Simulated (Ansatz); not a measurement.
**Al: from a guess to a relaxed structure**

These are results of DFT PBE, scalar-relativistic, plane waves, PAW (Ansatz 0.2.0), not measurements. Cutoff 420 eV, Gaussian smearing, Γ-centred meshes. Cell and atoms relax on a converged mesh. In metals the finer mesh still leaves noise of several meV/atom or more. The steps can't lower the symmetry of their start. No spin polarisation.

A trial structure of Al was built thus: close-packed layers stacked ABCAC (P-3m1, No. 164) (elements of the layers in order: Al Al Al Al Al). The dimensions are guesses.

```
CELL_PARAMETERS angstrom
3.04226 0.00000 0.00000
-1.52113 2.63467 0.00000
0.00000 0.00000 10.32915
ATOMIC_POSITIONS crystal
Al 0.66667 0.33333 0.80000
Al 0.00000 0.00000 0.00000
Al 0.33333 0.66667 0.20000
Al 0.66667 0.33333 0.40000
Al 0.33333 0.66667 0.60000
```

Energies count from the standard state of Al at the same level.

**Question.** What does it relax into?

**Answer.** The symmetry stays P-3m1 (No. 164). The volume per atom stays near 16.6 Å³. The shortest distance goes from 2.71 Å (Al–Al) to 2.84 Å (Al–Al). The ratio c/a of the conventional cell changes by a factor of 1.19. Conventional cell: a = 2.871 Å, c = 11.601 Å. Al on a site of symmetry 3m is surrounded by 12 Al at 2.84–2.87 Å; around Al on a site of symmetry -3m lie 12 Al at 2.84–2.87 Å; Al on a second site of symmetry 3m is surrounded by 12 Al at 2.85–2.87 Å.

```cif
data_structure
_symmetry_space_group_name_H-M 'P 1'
_symmetry_Int_Tables_number 1
_cell_length_a 2.8712
_cell_length_b 2.8712
_cell_length_c 11.6014
_cell_angle_alpha 90.000
_cell_angle_beta 90.000
_cell_angle_gamma 120.000
_cell_volume 82.83
loop_
_atom_site_label
_atom_site_type_symbol
_atom_site_fract_x
_atom_site_fract_y
_atom_site_fract_z
_atom_site_occupancy
Al1 Al 0.66667 0.33333 0.80134 1
Al2 Al 0.00000 0.00000 0.00000 1
Al3 Al 0.33333 0.66667 0.19866 1
Al4 Al 0.66667 0.33333 0.39888 1
Al5 Al 0.33333 0.66667 0.60112 1
```

**Question.** Give its energy and gap.

**Answer.**

* Energy over the standard state: +0.01 eV/atom
* Gap on the 18×18×4 mesh of the 5-atom cell: 0 eV (a metal)

So it is a metastable form at best.

The last run used Gaussian smearing of 0.10 eV. The k mesh leaves some 4 meV/atom of noise in the energy of each metallic cell. A structure relaxed within its symmetry needn't be a true minimum.
